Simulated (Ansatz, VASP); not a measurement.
# Two plane-wave programs on Ta

```xyz
1
Lattice="2.8882 0.0000 0.0000 -1.4441 2.5013 0.0000 0.0000 0.0000 2.7343" Properties=species:S:1:pos:R:3 pbc="T T T"
Ta    0.0000    0.0000    1.3672
```

Alike in both runs: functional PBE; k mesh 21 × 21 × 20; occupations gaussian, width 0.1 eV; no spin polarisation.

Ansatz relaxed the structure, and its values are those at the end. VASP's run is a single point on that final structure, the one shown.

```csv
,VASP,Ansatz
version,VASP 6.6.1,Ansatz 0.2.0
potentials or method,"VASP PAW PBE potentials, release 64 (Ta_pv)","scalar-relativistic, plane waves, PAW"
plane-wave cutoff (eV),520,420
valence electrons in the cell,11,13
```

|  | VASP | Ansatz | Ansatz less VASP |
| --- | --- | --- | --- |
| gap on the k mesh at the Fermi level (eV) | none | none | - |
| pressure (GPa) | 0.1 | 0.0 | -0.09 |

A gap of «none» marks a metal or a gap that the smearing closes. The two sets of potentials don't hold the same shells in valence.

The runs have no spin-orbit coupling, so splittings on Ta are missing.
